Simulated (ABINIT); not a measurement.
Crystal: Se.

```xyz
3
Lattice="4.3662 0.0000 0.0000 -2.1831 3.7812 0.0000 0.0000 0.0000 4.9536" Properties=species:S:1:pos:R:3 pbc="T T T"
Se    1.6910    2.9289    0.0000
Se   -0.4921    0.8523    3.3024
Se    0.9841    0.0000    1.6512
```

Base run:

- Program: ABINIT 10.8.3 (patched build)
- Functional: PBEsol
- Potentials or basis: JTH PAW PBE v2.0
- Cutoff: 408 eV
- k mesh: 6 × 6 × 5
- Occupations: fermi-dirac, width 0.05 eV
- Spin: no spin polarisation

Its results: band gap on the k mesh 1.23 eV, indirect (least direct gap 1.47 eV); pressure 0.2 GPa; largest force 0.315 eV/Å.

Problem. The run is repeated on the same cell with these changes: functional from PBEsol to PBE. What comes out?

Solution. Band gap on the k mesh 1.31 eV, indirect (least direct gap 1.52 eV); pressure 2.7 GPa; largest force 0.421 eV/Å.

PBE binds less tightly than PBEsol, so the same cell stands under more pressure.

Caveats: an odd mesh through Γ misses points on the zone boundary, where band edges often lie; the PAW data sets were made with another functional, which shifts forces and pressure a little (some runs).

Not every run made on this cell is shown here.
